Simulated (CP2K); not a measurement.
CdS in CP2K: the effect of pseudo set

CdS:

```xyz
2
Lattice="3.8937 0.0000 0.0000 1.9468 3.3720 0.0000 1.9468 1.1240 3.1792" Properties=species:S:1:pos:R:3 pbc="T T T"
Cd    0.0000    0.0000    0.0000
S     3.8937    2.2480    1.5896
```

Measurements of this composition are mostly on another form, of space group No. 186.

Alike in all runs:

| Quantity | Value |
| --- | --- |
| Program | CP2K 2026.2 |
| Task | atomic charges |
| Functional | PBE |
| Density cutoff | 6123 eV |
| k mesh | 8 × 8 × 8 |
| Occupations | fermi-dirac, width 0.05 eV |
| Spin | no spin polarisation |

**Question.** One run gave: gap on the mesh 0.54 eV; pressure 2.4 GPa. Which pseudo set did it use?
A. PBE0
B. SCAN
C. PBE
D. PADE
E. BLYP

**Answer.** B.

```tsv
pseudo set	gap on the mesh (eV)	pressure (GPa)
PBE	0.21	1.1
PADE	0.20	0.0
BLYP	0.20	1.2
SCAN	0.54	2.4
PBE0	0.49	1.1
```

Caveats: the basis of atomic orbitals isn't converged, which shifts pressures, moduli and gaps; the potentials were made for another functional, which shifts forces and pressure (some runs).

A k mesh can miss the band edges.
